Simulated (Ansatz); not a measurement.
# Ag(100) / 3 layers Al(100) / Ag(100): resistance against film thickness

Wanted: interface resistance and thickness dependence for Ag(100) / 3 layers Al(100) / Ag(100).

Program: Ansatz 0.2.0. Level of theory: Ansatz plane-wave DFT, PBE, PAW files; ballistic transport by layer matching (Landauer), zero bias; PAW set soft_1, in the first sound run; inputs show where later runs differ. Results are calculated unless marked as measured.

**1. Set-up**

The cell holds 12 atoms: 9 Ag and 3 Al. Cell: a = 2.889 Å, b = 2.889 Å, c = 24.347 Å, α = 90.0°, β = 90.0°, γ = 90.0°. It derives from Ag and Al. Regions: lead, 9 atoms (9 Ag); films, 3 atoms (3 Al). The structure is stacked along c, and the current runs across the ab planes.

**2. With 3 layers**

The film is laid into the lead at the lead's in-plane lattice, and the cell closes on the lead's own image. The mesh across the current, 26×26, is finer than the density's, because channels open and close sharply across the zone. Energies from -1 to 1 eV in steps of 0.036 eV cover the slope of the Fermi function at 300 K, so the program can form a conductance.

input.yaml

```yaml
crystal:
  lattice:
    - [2.8893797293, 0.0, 0.0]
    - [0.0, 2.8893797293, 0.0]
    - [0.0, 0.0, 24.3467695194]
  atoms:
    - { symbol: Ag, position: [0.0, 0.0, 0.0419583386] }
    - { symbol: Ag, position: [0.5, 0.5, 0.1258750159] }
    - { symbol: Ag, position: [0.0, 0.0, 0.2097916931] }
    - { symbol: Ag, position: [0.5, 0.5, 0.2937083704] }
    - { symbol: Al, position: [0.0, 0.0, 0.3764583598] }
    - { symbol: Al, position: [0.5, 0.5, 0.4580416614] }
    - { symbol: Al, position: [0.0, 0.0, 0.5396249629] }
    - { symbol: Ag, position: [0.5, 0.5, 0.6223749523] }
    - { symbol: Ag, position: [0.0, 0.0, 0.7062916296] }
    - { symbol: Ag, position: [0.5, 0.5, 0.7902083069] }
    - { symbol: Ag, position: [0.0, 0.0, 0.8741249841] }
    - { symbol: Ag, position: [0.5, 0.5, 0.9580416614] }
kpoints:
  mp_grid: { grid: [13, 13, 1] }
hamiltonian:
  xc: pbe
  pseudopotentials: { kind: paw, azcp: { folder: soft_1 } }
scf:
  occupations: { method: fermi_dirac, width: 0.1 }
output:
  transmission: { leads: [[0, 1]], kmesh: [26, 26], e_range: [-1.0, 1.0], de: 0.036 }
  write_potential: true
  write_density: true
  volumetric_format: npy
  elf: true
```

Launch:

```console
> ansatz run input.yaml --threads 4 --pin off --max-ram 8192MiB --backend cpu --events-out ev --progress --plain --runs-dir out
```

Numbers of over 12 decimals in the logs are rounded to 6 here.

The program printed:

```text
Engine: ansatz 0.2.0, x86_64-unknown-linux-gnu
Pseudopotentials: kind: paw
Pseudopotential: Ag, paw, valence charge 19, recommended cutoff 420 eV (normal), soft_1/Ag.paw.azcp
Pseudopotential: Al, paw, valence charge 3, recommended cutoff 420 eV (normal), soft_1/Al.paw.azcp
Functional definition: PBE
  parameter kappa = 0.804
  parameter beta = 0.066725
  exchange = pbe_x(kappa = kappa, mu = beta*pi^2/3)
  correlation = pbe_c(beta = beta)
Crystal: 12 atoms, lattice volume = 203.259 Å³
Basis set: ecut = 420 eV, 3957 PW (Γ)
Bands: 108, of which v1, the nominal top of the filled ones, is band 90 counted from 1 (89 counted from 0)
Symmetry: 16 space group operations
Space group: P4/mmm (ITA 123), of the structure as read, at distance tolerance 5.9e-5 Å
k-points: 28 of 169
Non-local potential: Ag, projectors of the file, l = 0: 3, l = 1: 2, l = 2: 2, l = 3: 1
Non-local potential: Al, projectors of the file, l = 0: 2, l = 1: 2, l = 2: 1
PAW form: soft (Blöchl's): semilocal exchange-correlation on the pseudo side does not see the compensation charge
PAW one-centre angular grid: Ag, 590 points (default); XC on 64 Gauss nodes
PAW one-centre angular grid: Al, 110 points (default); XC on 64 Gauss nodes
Initial density: superposition of atomic densities (chi_scale 0.1, normalization cell, long waves of neutral atoms (reshape's long-wave potential 4.29 eV rms, cloud 2.66 Å wide))
Initial wavefunctions: pseudopotential atomic-orbital guess
Functional: x = pbe(κ = 0.804, μ = 0.219515), c = pbe(β = 0.066725)
SCF iter   1: F=—  HF=-69933.721050 eV  |F-HF|=—  |Δ(HF+E_count)|=         —  Δρ=8.31e-2  dr2=1.15e2  ethr=3.10e-3  ⟨swp⟩=5.3  Hψ=10053  notcnv=0  defer=88
preconditioner: auto → Kerker (q_TF=auto, 2.674 Å⁻¹)  [metal: Δε(μ)=0.022 eV  Ē_g=8.050 eV  σ=0.100 eV  W_gap=0.05  n_scr=72 (ndim 8)  ℏωp=27.1 eV  f_vac=0.000  D(μ)=4.24/eV (n_scr^D=14)]
SCF iter   2: F=—  HF=-69929.261693 eV  |F-HF|=—  |Δ(HF+E_count)|=    4.46e0  Δρ=2.66e-2  dr2=3.18e1  ethr=3.10e-3  ⟨swp⟩=2.2  Hψ=6186  notcnv=0  defer=167
SCF iter   3: F=—  HF=-69928.360321 eV  |F-HF|=—  |Δ(HF+E_count)|=   9.01e-1  Δρ=1.16e-2  dr2=1.01e1  ethr=3.10e-3  ⟨swp⟩=1.2  Hψ=3518  notcnv=0  defer=166
SCF iter   4: F=—  HF=-69928.088946 eV  |F-HF|=—  |Δ(HF+E_count)|=   2.71e-1  Δρ=3.92e-3  dr2=1.45e-1  ethr=3.10e-3  ⟨swp⟩=1.5  Hψ=3505  notcnv=0  defer=179
SCF iter   5: F=—  HF=-69928.074148 eV  |F-HF|=—  |Δ(HF+E_count)|=   1.48e-2  Δρ=1.54e-3  dr2=7.65e-2  ethr=8.04e-5  ⟨swp⟩=1.1  Hψ=3414  notcnv=0  defer=184
SCF iter   6: F=—  HF=-69928.072121 eV  |F-HF|=—  |Δ(HF+E_count)|=   2.03e-3  Δρ=6.22e-4  dr2=9.47e-3  ethr=4.25e-5  ⟨swp⟩=1.0  Hψ=2830  notcnv=0  defer=184
SCF iter   7: F=—  HF=-69928.072094 eV  |F-HF|=—  |Δ(HF+E_count)|=   2.69e-5  Δρ=2.09e-4  dr2=1.50e-3  ethr=5.26e-6  ⟨swp⟩=1.0  Hψ=2830  notcnv=0  defer=184
SCF iter   8: F=—  HF=-69928.072032 eV  |F-HF|=—  |Δ(HF+E_count)|=   6.23e-5  Δρ=6.58e-5  dr2=1.13e-4  ethr=8.34e-7  ⟨swp⟩=1.1  Hψ=2836  notcnv=0  defer=184
SCF iter   9: F=—  HF=-69928.072018 eV  |F-HF|=—  |Δ(HF+E_count)|=   1.36e-5  Δρ=3.48e-5  dr2=2.33e-5  ethr=6.25e-8  ⟨swp⟩=1.0  Hψ=2831  notcnv=0  defer=184
SCF iter  10: F=—  HF=-69928.072027 eV  |F-HF|=—  |Δ(HF+E_count)|=   8.52e-6  Δρ=1.73e-5  dr2=3.60e-6  ethr=1.29e-8  ⟨swp⟩=1.1  Hψ=2842  notcnv=0  defer=184
SCF iter  11: F=—  HF=-69928.072026 eV  |F-HF|=—  |Δ(HF+E_count)|=   2.87e-7  Δρ=4.02e-6  dr2=4.38e-7  ethr=2.00e-9  ⟨swp⟩=1.5  Hψ=2854  notcnv=0  defer=184
SCF iter  12: F=-69928.072026 eV  HF=-69928.072026 eV  |F-HF|=4.98e-8  |Δ(HF+E_count)|=   1.67e-8  Δρ=2.69e-6  dr2=5.16e-8  ethr=5.56e-11  ⟨swp⟩=9.3  Hψ=10035  notcnv=0
SCF 1 converged in 12 iterations: F = -69928.072026 eV  dr2 = 5.16e-8
  greatest PAW one-centre occupation: 1.001 electrons in one spin orbital (limit 2), on the Ag atom at site 7 (counted from 0), in its partial waves of l = 0
transmission: 329 of 3255 steps passed
transmission: 651 of 3255 steps passed
[...]
transmission: 3255 of 3255 steps passed
SCF converged after 12 iterations
Free energy (F): -69928.072026 eV
Harris-Foulkes:  -69928.072026 eV  (|F-HF|=4.98e-8)
Internal energy: -69927.937001 eV  (E = F + TS)
E sigma→0 (E₀):  -69928.004514 eV
Entropy (-TS):   -0.135026 eV (-11.252 meV/atom)
Fermi energy:    15.052899 eV
--- Per-component energies (eV) ---
  E_band       = -2433.917712
  E_kinetic    = 4276.117136
  E_local      = -74607.259157  (includes V_loc(G=0)·N_el)
  E_nonlocal   = 313.573245
  E_hartree    = 36996.128617
  E_xc         = -1546.109995
  E_vxc        = -1901.657170  (∫ρ·V_xc dr)
  E_paw        = -37004.013934  (= ΣΔE_a)
  E_vpaw       = -4506.942453  (= ΣTr[D̂ρ^β])
  E_aug_tail   = 0.003337  (compensation charges beyond the density's cutoff)
  E_ewald      = 1643.623751
  E_smearing   = -0.135026  (= −TS)
  E_closure    = -0.000000  (closes the sum)
  Σ components = -69928.072026   (vs F -69928.072026, Δ=0.00e0)
--- Band table (eV; the first three rows and the last of 28) ---
  k-point 0: bands = [... 86 lower, 11.9368, 11.9706, 12.1588, 12.1588, 13.6408, 14.2291, 15.9799, 17.6915, ... 14 higher]
  k-point 1: bands = [... 86 lower, 12.0227, 12.0825, 12.1522, 12.1533, 13.9205, 14.5198, 16.2936, 17.8209, ... 14 higher]
  k-point 2: bands = [... 86 lower, 12.0616, 12.1188, 12.5505, 12.7419, 14.5631, 15.1668, 16.8096, 17.0766, ... 14 higher]
  k-point 27: bands = [... 86 lower, 14.9230, 15.8802, 16.1775, 16.4698, 16.6720, 16.7717, 17.1738, 17.3901, ... 14 higher]
--- Transmission ---
  basis      : 69 plane waves across, 31 finite elements along
  points     : 105, standing for a mesh of 26 x 26
  filling    : by the input's occupations and mesh, since the crystals that have channels conduct as metals do. If one of these is a semiconductor, that mesh has misplaced its level
  energies   : 56 from -1.000000 to 0.980000 eV about the Fermi level, 0.036000 eV apart; the leads are filled to 0.000000 eV, and channels, transmission and decay are at 0.008000 eV
  crystal 0  : Ag1, at the sites [0, 1], period 2.0431 Å, over 18.39 Å; its Hamiltonian steps by up to 1.2 meV
    offset         : up to 0.0000 Å between an atom of the period and one for which it stands
    filled         : 27.3 meV over the level at which it is neutral
    channels       : 9.245562e-1 a spin
    conductance    : 8.5400e14 S/m² at 300 K; may be off by some 0.0 % by where its bands' edges are placed, 4.6 % from the k-mesh, 0.4 % from the distance to neutral
    slowest decay  : 0.0794 /Å at (0.5000, 0.2308)
  junction   : crystal 0 to crystal 0, -0.70 to 21.61 Å
    transmission   : 6.583634e-1 a spin
    conductance    : 6.1242e14 S/m² at 300 K (6.1321e14 on every other point, 6.1244e14 on every other energy)
    error estimate : 0.0 % from the energy spacing and 0.0 % from band edges of the leads and from resonances (wavevectors taken as independent; lower de), 5.2 % from the k-mesh, 0.3 % from the steps of its leads' Hamiltonians or their offsets (lay more layers), 0.0 % from the distance to neutral
    resistance     : 4.6191e-4 Ω µm² beyond half of each lead's own
```

The job ended after 84 s (4 threads of Intel Xeon Platinum 8488C (Sapphire Rapids), shared host; peak memory 0.98 GiB; 5.3 min of CPU time).

Numbers from this step:

```
free energy                                                                : -69928.0720 eV
energy at zero smearing                                                    : -69928.0045 eV
Fermi energy                                                               : 15.05 eV
cell area                                                                  : 8.349 Å²
step of the lead's potential                                               : 1.2 meV
ballistic conductance of the lead                                          : 8.54e14 S/m²
estimated errors of the lead's conductance                                 : 0, 4.6, 0.4 % (band edges, k-mesh, distance from neutral)
lead conductance per cell                                                  : 0.9202 G₀
conductance of the junction                                                : 6.12e14 S/m²
junction conductance per cell                                              : 0.6599 G₀
estimated errors of the junction's conductance                             : 0, 0, 5.2, 0.3, 0 % (energy step, band edges, k-mesh, leads' steps, distance from neutral)
area resistance that the stack adds (contact term taken off, spin by spin) : 0.4619 fΩ m²
```

Per spin. The transmission, zone mean by energy, zero at the Fermi level:

```csv
energy (eV),"transmission, zone mean"
-1.000,0.636
-0.964,0.641
-0.892,0.646
-0.856,0.639
-0.784,0.648
-0.748,0.638
-0.676,0.665
-0.640,0.665
-0.568,0.673
-0.532,0.666
-0.496,0.674
-0.460,0.658
-0.424,0.689
-0.352,0.685
-0.316,0.682
-0.244,0.694
-0.208,0.691
-0.136,0.672
-0.100,0.657
-0.028,0.657
0.008,0.658
0.080,0.668
0.116,0.653
0.188,0.653
0.224,0.659
0.296,0.634
0.332,0.637
0.404,0.658
0.440,0.651
0.512,0.649
0.548,0.665
0.620,0.665
0.656,0.642
0.728,0.636
0.764,0.649
0.836,0.623
0.872,0.628
0.944,0.628
0.980,0.631
```

Per spin. Table of open channels, zone mean, lead by energy, zero at the Fermi level:

energy (eV), open channels, zone mean, lead and a bar from the least value:
```
   -1.000      0.800 
   -0.928      0.812 ##
   -0.856      0.818 ###
   -0.784      0.818 ###
   -0.712      0.842 #######
   -0.676      0.842 #######
   -0.604      0.848 ########
   -0.532      0.883 ##############
   -0.460      0.877 #############
   -0.388      0.889 ###############
   -0.316      0.877 #############
   -0.244      0.913 ###################
   -0.172      0.913 ###################
   -0.100      0.925 #####################
   -0.028      0.913 ###################
    0.008      0.925 #####################
    0.080      0.936 #######################
    0.152      0.942 ########################
    0.224      0.948 #########################
    0.296      0.948 #########################
    0.368      0.960 ###########################
    0.440      0.936 #######################
    0.512      0.960 ###########################
    0.584      0.960 ###########################
    0.656      0.960 ###########################
    0.692      0.948 #########################
    0.764      0.960 ###########################
    0.836      0.960 ###########################
    0.908      0.972 #############################
    0.980      0.978 ##############################
```

Transmission over k1 and k2. At 0.0080 eV from the Fermi level.

Ten even steps from '0' (0.00) to '9' (1.71):
```
00000455554321234555540000
00045555555520255555555400
00454555444555554445554540
00544555444444444445554450
04555554443045403444555554
05555544444333334444455555
05555444440233320444445555
95544444443333333444444455
95544444433333333344444455
44544340333222223330434454
03554032332222222332304553
02254433332221222333344522
01054533332211122333354501
02254433332221222333344522
03554032332222222332304553
44544340333222223330434454
95544444433333333344444455
95544444443333333444444455
05555444440233320444445555
05555544444333334444455555
04555554443045403444555554
00544555444444444445554450
00454555444555554445554540
00045555555520255555555400
00000455554321234555540000
00000000994000004990000000
```
Columns: k1 (b1) from -0.5 to 0.462; rows upwards: k2 (b2) from -0.5 to 0.462.

Open channels over k1 and k2. At 0.0080 eV from the Fermi level.

Values, 12 rows by 16 columns, each cell a mean:
```
0.00 0.13 0.79 1.00 1.00 1.00 1.00 1.00 1.00 1.00 1.00 1.00 1.00 1.00 0.50 0.03
0.24 0.91 1.00 1.00 1.00 1.00 1.00 1.00 1.00 1.00 1.00 1.00 1.00 1.00 1.00 0.76
0.38 1.00 1.00 1.00 1.00 1.00 1.00 1.00 1.00 1.00 1.00 1.00 1.00 1.00 1.00 1.00
1.33 1.00 1.00 1.00 1.00 1.00 1.00 1.00 1.00 1.00 1.00 1.00 1.00 1.00 1.00 1.00
1.14 1.00 1.00 1.00 1.00 1.00 1.00 1.00 1.00 1.00 1.00 1.00 1.00 1.00 1.00 1.00
0.38 1.00 1.00 1.00 1.00 1.00 1.00 1.00 1.00 1.00 1.00 1.00 1.00 1.00 1.00 1.00
0.48 1.00 1.00 1.00 1.00 1.00 1.00 1.00 1.00 1.00 1.00 1.00 1.00 1.00 1.00 1.00
1.62 1.00 1.00 1.00 1.00 1.00 1.00 1.00 1.00 1.00 1.00 1.00 1.00 1.00 1.00 1.00
0.76 1.00 1.00 1.00 1.00 1.00 1.00 1.00 1.00 1.00 1.00 1.00 1.00 1.00 1.00 1.00
0.38 1.00 1.00 1.00 1.00 1.00 1.00 1.00 1.00 1.00 1.00 1.00 1.00 1.00 1.00 1.00
0.06 0.57 1.00 1.00 1.00 1.00 1.00 1.00 1.00 1.00 1.00 1.00 1.00 1.00 0.91 0.33
0.00 0.01 0.33 0.54 0.61 1.46 1.25 0.54 0.54 0.68 1.46 1.18 0.54 0.54 0.13 0.00
```
Columns: k1 (b1) from -0.5 to 0.462; rows upwards: k2 (b2) from -0.5 to 0.462.

Valence density in the ca plane at fractional y = 0.000, with atoms of Ag and Al within 0.2 Å of it. It is the smooth field of the valence electrons, not physical close to the nuclei.

Values in e/Å³, 5 rows by 16 columns, each cell a mean:
```
 4  7  0  0  3  8  0  0  0  0  0  0  0  0  0  0
 0  1  0  0  0  1  0  0  0  0  0  0  0  0  0  0
 0  0  0  0  0  0  0  0  0  0  0  0  0  0  0  0
 1  2  0  0  1  2  0  0  0  0  0  0  0  0  0  0
 6 10  0  0  5 12  0  0  0  0  0  0  0  0  0  0
```
Columns run along c (16.0 Å, from fractional 0.01 to 0.66 of the cell), rows up along a (2.9 Å). Atoms in or near the plane, at fractional coordinates: Ag at (0.04, 0.00), Ag at (0.21, 0.00), Al at (0.38, 0.00), Al at (0.54, 0.00).

ELF in the ca plane at fractional y = 0.000, with atoms of Ag and Al within 0.2 Å of it. It is the smooth field of the valence electrons, not physical close to the nuclei.

Ten even steps from '0' (0.09) to '9' (0.80), each cell a mean:
```
25785311111247863111135300046422464000453111
13453111111134542111125642477533577423652111
11221111111112211111124677777655677777642111
11111111111111111111113567777666677776531111
11111111111111111111113577777666677777532111
12332111111123331111124665677544577655642111
24665211111145653111135510156422465101553111
35896311111258974111135305036311363050353111
```
Columns run along c (16.0 Å, from fractional 0.01 to 0.66 of the cell), rows up along a (2.9 Å). Atoms in or near the plane, at fractional coordinates: Ag at (0.04, 0.00), Ag at (0.21, 0.00), Al at (0.38, 0.00), Al at (0.54, 0.00).

Electrostatic potential energy in the ca plane at fractional y = 0.000, with atoms of Ag and Al within 0.2 Å of it. With pseudopotentials it is smooth inside the atoms' cores, unlike the true potential.

Ten even steps from '0' (-12 eV) to '9' (18 eV), each cell a mean:
```
40230389999601301899997369637999973696379999
72001699999830015899998534358999985343589999
97557999999986568999999866689999998666899999
99889999999998899999999988899988999888999999
98778999999998789999999887889988998878899999
85224899999862137999998744478999987444789999
60000599999710003899997446447999974464479999
40560289999503711799997379837999973897379999
```
Columns run along c (16.0 Å, from fractional 0.01 to 0.66 of the cell; values clipped at the 3rd and 97th percentile), rows up along a (2.9 Å). Atoms in or near the plane, at fractional coordinates: Ag at (0.04, 0.00), Ag at (0.21, 0.00), Al at (0.38, 0.00), Al at (0.54, 0.00).

The lead's potential steps by 1.2 meV from period to period, small in itself. The program estimates the junction's conductance to 5.2 % from the k-mesh, 0 % from the leads' distance from neutral and 0.3 % from their steps.

By hand: 1/G − 1/G_lead = 1/0.6124 − 1/0.854 = 0.462 fΩ m² with G in 10¹⁵ S/m².

**3. With 5 layers, film layers 5**

The stack now holds 5 film layers; the k-mesh follows the cell, and the energies span -0.27 to 0.27 eV.

System of this step: Ag(100) / 5 layers Al(100) / Ag(100). The cell holds 14 atoms: 9 Ag and 5 Al. Its edges and angles: a = 2.889 Å, b = 2.889 Å, c = 28.319 Å, α = 90.0°, β = 90.0°, γ = 90.0°. It derives from Ag and Al. Regions: lead, 9 atoms (9 Ag); films, 5 atoms (5 Al). The structure is stacked along c, and the current runs across the ab planes.

input.yaml

```yaml
crystal:
  lattice:
    - [2.8893797293, 0.0, 0.0]
    - [0.0, 2.8893797293, 0.0]
    - [0.0, 0.0, 28.319349199]
  atoms:
    - { symbol: Ag, position: [0.0, 0.0, 0.0360725097] }
    - { symbol: Ag, position: [0.5, 0.5, 0.1082175292] }
    - { symbol: Ag, position: [0.0, 0.0, 0.1803625487] }
    - { symbol: Ag, position: [0.5, 0.5, 0.2525075682] }
    - { symbol: Al, position: [0.0, 0.0, 0.3236495604] }
    - { symbol: Al, position: [0.5, 0.5, 0.3937885253] }
    - { symbol: Al, position: [0.0, 0.0, 0.4639274903] }
    - { symbol: Al, position: [0.5, 0.5, 0.5340664552] }
    - { symbol: Al, position: [0.0, 0.0, 0.6042054201] }
    - { symbol: Ag, position: [0.5, 0.5, 0.6753474123] }
    - { symbol: Ag, position: [0.0, 0.0, 0.7474924318] }
    - { symbol: Ag, position: [0.5, 0.5, 0.8196374513] }
    - { symbol: Ag, position: [0.0, 0.0, 0.8917824708] }
    - { symbol: Ag, position: [0.5, 0.5, 0.9639274903] }
kpoints:
  mp_grid: { grid: [13, 13, 1] }
hamiltonian:
  xc: pbe
  pseudopotentials: { kind: paw, azcp: { folder: soft_1 } }
scf:
  occupations: { method: fermi_dirac, width: 0.1 }
output:
  transmission:
    leads: [[0, 1]]
    kmesh: [26, 26]
    e_range: [-0.27, 0.27]
    de: 0.036
  write_potential: true
  write_density: true
  volumetric_format: npy
```

The program printed:

```text
[...]
Crystal: 14 atoms, lattice volume = 236.425 Å³
Basis set: ecut = 420 eV, 4587 PW (Γ)
Bands: 112, of which v1, the nominal top of the filled ones, is band 93 counted from 1 (92 counted from 0)
Symmetry: 16 space group operations
[...]
k-points: 28 of 169
[...]
--- Transmission ---
  basis      : 69 plane waves across, 36 finite elements along
  points     : 105, standing for a mesh of 26 x 26
[...]
filled         : 40.6 meV over the level at which it is neutral
    channels       : 9.245562e-1 a spin
[...]
slowest decay  : 0.0451 /Å at (0.5000, 0.2308)
  junction   : crystal 0 to crystal 0, -0.70 to 25.58 Å
    transmission   : 5.427685e-1 a spin
[...]
resistance     : 8.1313e-4 Ω µm² beyond half of each lead's own
[key lines of the parts left out:]
SCF converged after 11 iterations
Free energy (F): -71003.102758 eV
Fermi energy:    14.077565 eV
```

Elapsed: 41 s, on 4 threads; peak memory 1.1 GiB.

This step gave:

```
free energy                                                                : -71003.1028 eV
energy at zero smearing                                                    : -71003.0248 eV
Fermi energy                                                               : 14.08 eV
step of the lead's potential                                               : 1.5 meV
ballistic conductance of the lead                                          : 8.56e14 S/m²
estimated errors of the lead's conductance                                 : 0, 4.6, 0.6 % (band edges, k-mesh, distance from neutral)
lead conductance per cell                                                  : 0.9226 G₀
conductance of the junction                                                : 5.05e14 S/m²
junction conductance per cell                                              : 0.5439 G₀
estimated errors of the junction's conductance                             : 0.2, 0, 5.6, 0.5, 0.8 % (energy step, band edges, k-mesh, leads' steps, distance from neutral)
area resistance that the stack adds (contact term taken off, spin by spin) : 0.8131 fΩ m²
```

Per spin. Transmission, zone mean against energy, zero at the Fermi level:

```csv
energy (eV),"transmission, zone mean"
-0.270,0.576
-0.234,0.574
-0.198,0.563
-0.162,0.541
-0.126,0.547
-0.090,0.561
-0.054,0.554
-0.018,0.529
0.018,0.543
0.054,0.553
0.090,0.556
0.126,0.542
0.162,0.551
0.198,0.555
0.234,0.562
0.270,0.572
```

The conductance of the junction is 5.0e14 S/m², 18 % under the 6.1e14 S/m² of the last finished run.

[end of part 1 of 2]

[Logs are printed without paths, hosts, clocks, repeated set-up lines and the standing remarks that a program may print on its own settings, such as how far it seeks lower states.]

[Hosts, paths, dates, database ids (printed as entryN), source tags and the programs' standing remarks are cut or masked in the printed files.]
